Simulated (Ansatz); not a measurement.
**Sn: Sn jump into a vacancy**

Theory: DFT PBE+D3(BJ), scalar-relativistic, plane waves, PAW (Ansatz). The runs took a 420 eV cutoff, a Γ-centred 4×4×4 mesh and Gaussian smearing (0.1 eV). No spin polarisation.

The perfect supercell:

```yaml
crystal:
  lattice:
    - [0.00000, 0.00000, -8.66996]
    - [7.01763, -3.50923, -4.33498]
    - [-3.50881, -7.01845, -4.33498]
  atoms:
    - { symbol: Sn, position: [0.95000, 0.70000, 0.90000] }
    - { symbol: Sn, position: [0.90000, 0.40000, 0.80000] }
    - { symbol: Sn, position: [0.45000, 0.70000, 0.90000] }
    - { symbol: Sn, position: [0.80000, 0.80000, 0.60000] }
    - { symbol: Sn, position: [0.85000, 0.10000, 0.70000] }
    - { symbol: Sn, position: [0.40000, 0.40000, 0.80000] }
    - { symbol: Sn, position: [0.75000, 0.50000, 0.50000] }
    - { symbol: Sn, position: [0.30000, 0.80000, 0.60000] }
    - { symbol: Sn, position: [0.65000, 0.90000, 0.30000] }
    - { symbol: Sn, position: [0.35000, 0.10000, 0.70000] }
    - { symbol: Sn, position: [0.70000, 0.20000, 0.40000] }
    - { symbol: Sn, position: [0.25000, 0.50000, 0.50000] }
    - { symbol: Sn, position: [0.60000, 0.60000, 0.20000] }
    - { symbol: Sn, position: [0.15000, 0.90000, 0.30000] }
    - { symbol: Sn, position: [0.20000, 0.20000, 0.40000] }
    - { symbol: Sn, position: [0.55000, 0.30000, 0.10000] }
    - { symbol: Sn, position: [0.10000, 0.60000, 0.20000] }
    - { symbol: Sn, position: [0.50000, 0.00000, 0.00000] }
    - { symbol: Sn, position: [0.05000, 0.30000, 0.10000] }
    - { symbol: Sn, position: [0.00000, 0.00000, 0.00000] }
```

Atom 1 (Sn) is removed, leaving a vacancy without charge, and atom 18 jumps 3.29 Å into it. The vacancy and the half-way point are each relaxed at fixed cell, keeping their symmetry. The supercell is small.

Task: How high does the half-way point lie?

Result: 0.10 eV above the relaxed vacancy, with the jumping atom 0.00 Å off the straight line, where the cell's symmetry pins it, so a bent path, which could be lower, wasn't tried. This is the barrier if that point is a first-order saddle, which wasn't checked.

Cost: 2 runs of about 61 core-minutes in all, on Arm Neoverse V1 (shared hosts).